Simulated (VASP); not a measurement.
# InSb (F-43m) in VASP: further runs

One crystal, InSb, is run at these levels: PBE, HSE06, PBE0; tasks: band structure.

Everything below comes from runs of VASP 6.6.1. Logs are shortened: lines on timing, memory, paths and dates and some standing lists are left out, and cuts for length are marked.

**What was measured.**

From “Electronic Structure and Epitaxy of CdTe Shells on InSb Nanowires”, 2021, arxiv:2111.05126, for a bulk crystal of InSb: band gap 0.24 eV.

The results are compared with them further down.

## (1) The crystal as given

The structure is cubic, space group F-43m (No. 216). The conventional cell has a = 6.521 Å, b = 6.521 Å, c = 6.521 Å, α = 90.00°, β = 90.00°, γ = 90.00°. In (site symmetry -43m) has 4 Sb at 2.82 Å as nearest neighbours. Sb (site symmetry -43m) has 4 In at 2.82 Å as nearest neighbours.

## (2) Band structure, PBE

Contents of INCAR:

```
ALGO = Normal
EDIFF = 1E-7
ENCUT = 520
GGA = PE
ISIF = 2
ISMEAR = 0
KPAR = 4
LASPH = True
LCHARG = False
LREAL = False
LWAVE = False
NBANDS = 16
NELM = 80
PREC = Accurate
SIGMA = 0.03
```

Contents of KPOINTS:

```
k-points
0
Gamma
  4 4 4
```

Contents of POSCAR:

```
InSb                                    
1.0
    0.0000000000      3.2603245811      3.2603245811
    3.2603245811      0.0000000000      3.2603245811
    3.2603245811      3.2603245811      0.0000000000
  In              Sb            
     1     1
Direct
     0.0000000000000000    0.0000000000000000    0.0000000000000000
     0.2500000000000000    0.2500000000000000    0.2500000000000000
```

Contents of KPOINTS_OPT:

```
explicit points
6
Reciprocal
 0.0000000000  0.0000000000  0.0000000000 1
 0.3750000000  0.3750000000  0.7500000000 1
 0.5000000000  0.5000000000  0.5000000000 1
 0.6250000000  0.2500000000  0.6250000000 1
 0.5000000000  0.2500000000  0.7500000000 1
 0.5000000000  0.0000000000  0.5000000000 1
```

Potentials or basis: VASP PAW PBE potentials, release 64 (In_d, Sb).

On the command line:

```sh
cat potpaw_PBE.64/In_d/POTCAR potpaw_PBE.64/Sb/POTCAR > POTCAR
mpirun -np 4 vasp_std > vasp.out
```

OUTCAR:

```text
EDIFF = 1E-7
   ENCUT = 520
   GGA = PE
   ISIF = 2
   ISMEAR = 0
   LASPH = True
   LREAL = False
   NELM = 80
   PREC = Accurate

 ion  position               nearest neighbor table
   1  0.000  0.000  0.000-   2 2.82   2 2.82   2 2.82   2 2.82
   2  0.250  0.250  0.250-   1 2.82   1 2.82   1 2.82   1 2.82

  LATTYP: Found a face centered cubic cell.
 ALAT       =     6.5206491622

  Lattice vectors:

 A1 = (   0.0000000000,   3.2603245811,   3.2603245811)
 A2 = (   3.2603245811,   0.0000000000,   3.2603245811)
 A3 = (   3.2603245811,   3.2603245811,   0.0000000000)

Analysis of symmetry for initial positions (statically):
=====================================================================
 Subroutine PRICEL returns:
 Original cell was already a primitive cell.

 Routine SETGRP: Setting up the symmetry group for a
 face centered cubic supercell.

 Subroutine GETGRP returns: Found 24 space group operations
 (whereof 24 operations were pure point group operations)
 out of a pool of 48 trial point group operations.

The static configuration has the point symmetry T_d .

Analysis of symmetry for dynamics (positions and initial velocities):
=====================================================================
 Subroutine PRICEL returns:
 Original cell was already a primitive cell.

 Routine SETGRP: Setting up the symmetry group for a
 face centered cubic supercell.

 Subroutine GETGRP returns: Found 24 space group operations
 (whereof 24 operations were pure point group operations)
 out of a pool of 48 trial point group operations.

The dynamic configuration has the point symmetry T_d .

 Subroutine INISYM returns: Found 24 space group operations
 (whereof 24 operations are pure point group operations),
 and found     1 'primitive' translations

----------------------------------------------------------------------------------------

                                     Primitive cell

  volume of cell :      69.3127

  direct lattice vectors                    reciprocal lattice vectors
     0.000000000  3.260324581  3.260324581    -0.153358964  0.153358964  0.153358964
     3.260324581  0.000000000  3.260324581     0.153358964 -0.153358964  0.153358964
     3.260324581  3.260324581  0.000000000     0.153358964  0.153358964 -0.153358964

  length of vectors
     4.610795240  4.610795240  4.610795240     0.265625517  0.265625517  0.265625517

  position of ions in fractional coordinates (direct lattice)
     0.000000000  0.000000000  0.000000000
     0.250000000  0.250000000  0.250000000

  ion indices of the primitive-cell ions
   primitive index   ion index
                 1           1
                 2           2

----------------------------------------------------------------------------------------

 KPOINTS: k-points

Automatic generation of k-mesh.
 Grid dimensions read from file:
 generate k-points for:    4    4    4

 Generating k-lattice:

  Cartesian coordinates                     Fractional coordinates (reciprocal lattice)
    -0.038339741  0.038339741  0.038339741     0.250000000  0.000000000  0.000000000
     0.038339741 -0.038339741  0.038339741     0.000000000  0.250000000  0.000000000
     0.038339741  0.038339741 -0.038339741     0.000000000  0.000000000  0.250000000

  Length of vectors
     0.066406379  0.066406379  0.066406379

  Shift w.r.t. Gamma in fractional coordinates (k-lattice)
     0.000000000  0.000000000  0.000000000

 Subroutine IBZKPT returns following result:
 ===========================================

 Found      8 irreducible k-points:

 Following reciprocal coordinates:
            Coordinates               Weight
  0.000000  0.000000  0.000000      1.000000
  0.250000  0.000000  0.000000      8.000000
  0.500000  0.000000  0.000000      4.000000
  0.250000  0.250000  0.000000      6.000000
  0.500000  0.250000  0.000000     24.000000
 -0.250000  0.250000  0.000000     12.000000
  0.500000  0.500000  0.000000      3.000000
 -0.250000  0.500000  0.250000      6.000000
   k-points           NKPTS =      8   k-points in BZ     NKDIM =      8   number of bands    NBANDS=     16
   number of dos      NEDOS =    301   number of ions     NIONS =      2
   total plane-waves  NPLWV =  46656
   dimension x,y,z NGX =    36 NGY =   36 NGZ =   36
   dimension x,y,z NGXF=    72 NGYF=   72 NGZF=   72
   ions per type =               1   1
   NGX,Y,Z   is equivalent  to a cutoff of  12.98, 12.98, 12.98 a.u.
   NGXF,Y,Z  is equivalent  to a cutoff of  25.96, 25.96, 25.96 a.u.
 SYSTEM =  unknown system
   PREC   = accura    normal or accurate (medium, high low for compatibility)
   ISTART =      0    job   : 0-new  1-cont  2-samecut
   ICHARG =      2    charge: 1-file 2-atom 10-const
   ISPIN  =      1    spin polarized calculation?
   LNONCOLLINEAR =      F non collinear calculations
   LSORBIT =      F    spin-orbit coupling
   LASPH  =      T    aspherical Exc in radial PAW
   ENCUT  =  520.0 eV  38.22 Ry    6.18 a.u.   8.57  8.57  8.57*2*pi/ulx,y,z
   NELM   =     80;   NELMIN=  2; NELMDL= -5     # of ELM steps
   EDIFF  = 0.1E-06   stopping-criterion for ELM
   LREAL  =      F    real-space projection
   EDIFFG = 0.1E-05   stopping-criterion for IOM
   NSW    =      0    number of steps for IOM
   IBRION =     -1    ionic relax: 0-MD 1-quasi-New 2-CG
   NFREE  =      0    steps in history (QN), initial steepest desc. (CG)
   ISIF   =      2    stress and relaxation
   ISYM   =      2    0-nonsym 1-usesym 2-fastsym
   POTIM  = 0.5000    time-step for ionic-motion
   TEBEG  =    0.0;   TEEND  =   0.0 temperature during run
   PSTRESS=    0.0 pullay stress
   NELECT =      18.0000    total number of electrons
   NUPDOWN=      -1.0000    fix difference up-down
   EMIN   =  10.00;   EMAX   =-10.00  energy-range for DOS
   EFERMI =   0.00;   METHOD = LEGACY
   ISMEAR =     0;   SIGMA  =   0.03  broadening in eV -4-tet -1-fermi 0-gaus
   EFERMI_NEDOS =   21; number of points for ismear=-14 and -15
   IALGO  =     38    algorithm
   IMIX   =      4    mixing-type and parameters
     AMIX     =   0.40;   BMIX     =  1.00
     AMIX_MAG =   1.60;   BMIX_MAG =  1.00
  volume/ion in A,a.u.               =      34.66       233.87
  Fermi-wavevector in a.u.,A,eV,Ry     =   1.044467  1.973757 14.842757  1.090912
  Thomas-Fermi vector in A             =   2.179221
   LORBIT       =      0    0 simple, 1 ext, 2 COOP (PROOUT), +10 PAW based schemes
   GGA     = PE    functional components
   LHFCALC =     F    Hartree Fock is set to
   AEXX    =    0.0000 exact exchange contribution
   IVDW    =     0    specifies the selected vdW correction
   LEPSILON=     F    determine dielectric tensor
   LRPA    =     F    only Hartree local field effects (RPA)
 non-spin polarized calculation
 Gauss-broadening in eV      SIGMA  =   0.03
  energy-cutoff  :      520.00
  volume of cell :       69.31
 maximum number of plane-waves:      1892
 NGX is ok and might be reduce to    36
   NGX = 17   NGY = 17   NGZ = 17

 number of electron      17.9999994 magnetization

 Free energy of the ion-electron system (eV)
  ---------------------------------------------------
  ext. energy  EPLUGINS =         0.00000000
  ---------------------------------------------------
  free energy    TOTEN  =        -6.78199517 eV

  energy without entropy =       -6.78127206  energy(sigma->0) =       -6.78163362

 E-fermi :   4.9500     XC(G=0):  -8.5787

 val. band max:        4.9408916127   @ k =   0.0000   0.0000   0.0000
 cond. band min:       5.4346920693   @ k =   0.5000   0.0000   0.0000
 fundamental gap:      0.4938004566
 Fermi energy:         4.9500285724

 k-point     1 :       0.0000    0.0000    0.0000
  band No.  band energies     occupation
      1      -9.6513      2.00000
      2      -9.6513      2.00000
      3      -9.6513      2.00000
      4      -9.5728      2.00000
      5      -9.5728      2.00000
      6      -5.6553      2.00000
[... 8 lines left out ...]
     15      13.1635      0.00000
     16      13.1635      0.00000

 k-point     2 :       0.2500    0.0000    0.0000
  band No.  band energies     occupation
      1      -9.6730      2.00000
      2      -9.6417      2.00000
      3      -9.6417      2.00000
      4      -9.5730      2.00000
      5      -9.5730      2.00000
      6      -5.1312      2.00000
[... 8 lines left out ...]
     15      12.1998      0.00000
     16      12.1998      0.00000

 k-point     3 :       0.5000    0.0000    0.0000
  band No.  band energies     occupation
      1      -9.6942      2.00000
      2      -9.6339      2.00000
      3      -9.6339      2.00000
      4      -9.5711      2.00000
      5      -9.5711      2.00000
      6      -4.3324      2.00000
[... 8 lines left out ...]
     15      14.0641      0.00000
     16      14.0641      0.00000

 k-point     4 :       0.2500    0.2500    0.0000
  band No.  band energies     occupation
      1      -9.6899      2.00000
      2      -9.6312      2.00000
      3      -9.6312      2.00000
      4      -9.5809      2.00000
      5      -9.5686      2.00000
      6      -4.9468      2.00000
[... 8 lines left out ...]
     15      13.6857      0.00000
     16      13.7849      0.00000

 k-point     5 :       0.5000    0.2500    0.0000
  band No.  band energies     occupation
      1      -9.7070      2.00000
      2      -9.6246      2.00000
      3      -9.6214      2.00000
      4      -9.5810      2.00000
      5      -9.5685      2.00000
      6      -4.0948      2.00000
[... 8 lines left out ...]
     15      14.2956      0.00000
     16      14.6204      0.00000

 k-point     6 :      -0.2500    0.2500    0.0000
  band No.  band energies     occupation
      1      -9.6949      2.00000
      2      -9.6303      2.00000
      3      -9.6303      2.00000
      4      -9.5746      2.00000
      5      -9.5730      2.00000
      6      -4.4105      2.00000
[... 8 lines left out ...]
     15      13.0798      0.00000
     16      14.7503      0.00000

 k-point     7 :       0.5000    0.5000    0.0000
  band No.  band energies     occupation
      1      -9.7248      2.00000
      2      -9.6104      2.00000
      3      -9.6104      2.00000
      4      -9.5907      2.00000
      5      -9.5643      2.00000
      6      -3.7410      2.00000
[... 8 lines left out ...]
     15      15.0962      0.00000
     16      15.3637      0.00000

 k-point     8 :      -0.2500    0.5000    0.2500
  band No.  band energies     occupation
      1      -9.7126      2.00000
      2      -9.6246      2.00000
      3      -9.6129      2.00000
      4      -9.5814      2.00000
      5      -9.5705      2.00000
      6      -3.7068      2.00000
[... 8 lines left out ...]
     15      14.6277      0.00000
     16      15.3389      0.00000

------------------------ aborting loop because EDIFF is reached ----------------------------------------

  FORCE on cell =-STRESS in cart. coord.  units (eV):
  Direction    XX          YY          ZZ          XY          YZ          ZX
  --------------------------------------------------------------------------------------
  -------------------------------------------------------------------------------------
  Total        1.1544613      1.1544613      1.1544613     -0.0000000     -0.0000000      0.0000000
  in kB       26.6856288     26.6856288     26.6856288     -0.0000000     -0.0000000      0.0000000
  external PRESSURE =      26.6856288 kB  Pullay stress =       0.0000000 kB

 VOLUME and BASIS-vectors are now :
 -----------------------------------------------------------------------------
  energy-cutoff  :      520.00
  volume of cell :       69.31
      direct lattice vectors                 reciprocal lattice vectors
     0.000000000  3.260324581  3.260324581    -0.153358964  0.153358964  0.153358964
     3.260324581  0.000000000  3.260324581     0.153358964 -0.153358964  0.153358964
     3.260324581  3.260324581  0.000000000     0.153358964  0.153358964 -0.153358964

 POSITION                                       TOTAL-FORCE (eV/Angst)
 -----------------------------------------------------------------------------------
      0.00000      0.00000      0.00000         0.000000      0.000000      0.000000
      1.63016      1.63016      1.63016        -0.000000     -0.000000     -0.000000
 -----------------------------------------------------------------------------------
    total drift:                               -0.000000     -0.000000     -0.000000

  FREE ENERGIE OF THE ION-ELECTRON SYSTEM (eV)
  ---------------------------------------------------
  free  energy   TOTEN  =        -6.7819951681 eV

  energy  without entropy=       -6.7812720634  energy(sigma->0) =       -6.78163362
```

It took 14 s on 4 MPI ranks of Intel Xeon Platinum 8375C at 2.90GHz (Ice Lake), shared host; peak memory 0.2 GiB.

Results:

| Quantity | Value |
| --- | --- |
| Free energy | -6.7820 eV |
| Pressure | 2.7 GPa |
| Band gap along the path | none (metal or under the smearing width) |

Caveat: the k mesh is coarse (spacing up to 0.42 Å⁻¹), so the values aren't converged; spin-orbit coupling is left out, which moves the levels of the heavy elements; this crystal is a semiconductor, whose small gap the functional closes, so the metal is an error of the method.

## (3) Band structure, HSE06

POSCAR is that of step 2.

Contents of INCAR.step1:

```
ALGO = Normal
EDIFF = 1E-5
ENCUT = 520
GGA = PE
ISIF = 2
ISMEAR = 0
KPAR = 4
LASPH = True
LCHARG = False
LREAL = False
LWAVE = True
NBANDS = 16
NELM = 80
PREC = Accurate
SIGMA = 0.03
```

Contents of INCAR.step2:

```
ALGO = Normal
EDIFF = 1E-7
ENCUT = 520
GGA = PE
HFSCREEN = 0.2
ISIF = 2
ISMEAR = 0
ISTART = 1
KPAR = 4
LASPH = True
LCHARG = False
LHFCALC = True
LREAL = False
LWAVE = False
NBANDS = 16
NELM = 80
PREC = Accurate
PRECFOCK = Fast
SIGMA = 0.03
```

KPOINTS is that of step 2.

KPOINTS_OPT is that of step 2.

Potentials or basis: VASP PAW PBE potentials, release 64 (In_d, Sb).

On the command line:

```sh
cat potpaw_PBE.64/In_d/POTCAR potpaw_PBE.64/Sb/POTCAR > POTCAR
cp INCAR.step1 INCAR
mpirun -np 4 vasp_std > vasp.out
cp INCAR.step2 INCAR
mpirun -np 4 vasp_std > vasp.out
```

It took 6 min on 4 MPI ranks of Intel Xeon Platinum 8375C at 2.90GHz (Ice Lake), shared host; peak memory 0.32 GiB.

Results (log left out):

| Item | Value |
| --- | --- |
| Free energy | -8.3683 eV |
| Pressure | 0.2 GPa |
| Band gap on the k mesh | 0.45 eV, direct |
| Band gap along the path | 0.45 eV, direct |

Levels at points of the mesh, in eV from the valence-band top:
| k point | band 6 | band 7 | band 8 | band 9 | band 10 | band 11 | band 12 | band 13 |
| --- | --- | --- | --- | --- | --- | --- | --- | --- |
| (0.00, 0.00, 0.00) | -11.59 | 0.00 | 0.00 | 0.00 | 0.45 | 3.66 | 3.66 | 3.66 |
| (0.50, 0.00, 0.00) | -10.12 | -5.98 | -1.05 | -1.05 | 1.16 | 4.54 | 4.54 | 6.92 |
| (0.50, 0.50, 0.00) | -9.45 | -6.31 | -2.38 | -2.38 | 1.96 | 1.96 | 9.19 | 9.19 |

Caveat: the PAW data sets were made with another functional, which shifts forces and pressure a little; spin-orbit coupling is left out, which moves the levels of the heavy elements.

## (4) Band structure, PBE0

POSCAR is that of step 3.

INCAR.step1 is that of step 3.

Edit INCAR.step2 of step 3 so:

```diff
@@ -1 +1,2 @@
+AEXX = 0.25
 ALGO = Normal
@@ -4,3 +5,3 @@
 GGA = PE
-HFSCREEN = 0.2
+HFRCUT = -1
 ISIF = 2
```

KPOINTS is that of step 3.

KPOINTS_OPT is that of step 3.

On the command line:

```sh
cat potpaw_PBE.64/In_d/POTCAR potpaw_PBE.64/Sb/POTCAR > POTCAR
cp INCAR.step1 INCAR
mpirun -np 4 vasp_std > vasp.out
cp INCAR.step2 INCAR
mpirun -np 4 vasp_std > vasp.out
```

It took 3.6 min on 4 MPI ranks of Intel Xeon Platinum 8375C at 2.90GHz (Ice Lake), shared host; peak memory 0.23 GiB.

Results (log left out):

* Free energy: -9.2203 eV
* Pressure: 0.0 GPa
* Band gap on the k mesh: 1.07 eV, direct
* Band gap along the path: 1.07 eV, direct

Levels at points of the mesh, in eV from the valence-band top:
```
           k point  band 5  band 6  band 7  band 8  band 9  band 10  band 11  band 12  band 13  band 14
(0.00, 0.00, 0.00)  -16.37  -11.72    0.00    0.00    0.00     1.07     4.31     4.31     4.31     7.24
(0.50, 0.00, 0.00)  -16.37  -10.23   -6.08   -1.08   -1.08     1.79     5.20     5.20     7.57     9.89
(0.50, 0.50, 0.00)  -16.36   -9.56   -6.41   -2.44   -2.44     2.58     2.59     9.89     9.89    10.46
```

Caveat: the PAW data sets were made with another functional, which shifts forces and pressure a little; spin-orbit coupling is left out, which moves the levels of the heavy elements.

[end of part 1 of 2]
